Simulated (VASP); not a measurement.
Input:

```
CELL_PARAMETERS angstrom
      0.00000     3.10558     3.10558
      3.10558     0.00000     3.10558
      3.10558     3.10558     0.00000
ATOMIC_POSITIONS crystal
  Zn 0.00000 0.00000 0.00000
  Te 0.25000 0.25000 0.25000
```

All values below come from AM05 GGA, VASP's PBE PAW potentials (set 64) (plane waves; VASP). Numerical set-up: 520 eV cut-off, 8×8×8 Γ-centred mesh, Gaussian smearing of 0.050 eV, potentials Zn Te.

Q: Give the stress tensor in GPa (positive for a compressed cell).

A: 
```
-2.42   0.00   0.00
 0.00  -2.42   0.00
 0.00   0.00  -2.42
```
The pressure is its mean diagonal, -2.42 GPa.

The compound is ZnTe in the zinc blende structure. This cell is one point of a volume scan, at 1.06 of the reference volume.
